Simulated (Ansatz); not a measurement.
Computed with DFT PBE, scalar-relativistic, plane waves, PAW in Ansatz. All cells share a 420 eV cutoff and Γ-centred k meshes spaced at most about 0.3 Å⁻¹ (about 0.25 or finer for metals, 2π included). No spin polarisation in the final relaxations.

Temperature and zero-point effects are left out.

Two forms of Nb were relaxed alike.

A.

```yaml
crystal:
  lattice:
    - [3.98528, 0.00000, 0.00000]
    - [0.00000, 3.98528, 0.00000]
    - [0.00000, 0.00000, 3.98528]
  atoms:
    - { symbol: Nb, position: [0.50000, 0.00000, 0.00000] }
    - { symbol: Nb, position: [0.00000, 0.50000, 0.00000] }
    - { symbol: Nb, position: [0.00000, 0.00000, 0.50000] }
```

B.

```yaml
crystal:
  lattice:
    - [2.71964, 0.00000, 0.00000]
    - [0.00000, 2.71964, 0.00000]
    - [0.00000, 0.00000, 2.71964]
  atoms:
    - { symbol: Nb, position: [0.50000, 0.50000, 0.50000] }
```

Question: Which would you expect to be lower, and how large is the difference?

Answer: A is lower, by 31 meV/atom. A has space group Pm-3m (No. 221), 21.1 Å³/atom and no gap on its mesh; B has the simple cubic type, space group Pm-3m (No. 221), 20.1 Å³/atom and no gap. Counting all near atoms (those within 1.25 times the shortest distance at each site), A has Nb 8 and B has Nb 6. The lower one is the more open, so pressure narrows the difference. In A, Nb is surrounded by 8 Nb at 2.82 Å. In B, Nb is surrounded by 6 Nb at 2.72 Å. Both come from invented guesses. The part of the Crystallography Open Database at hand lists Nb in space groups No. 225, 229; no cell shown has one of them.

Cells relaxed within their symmetry can be saddle points.
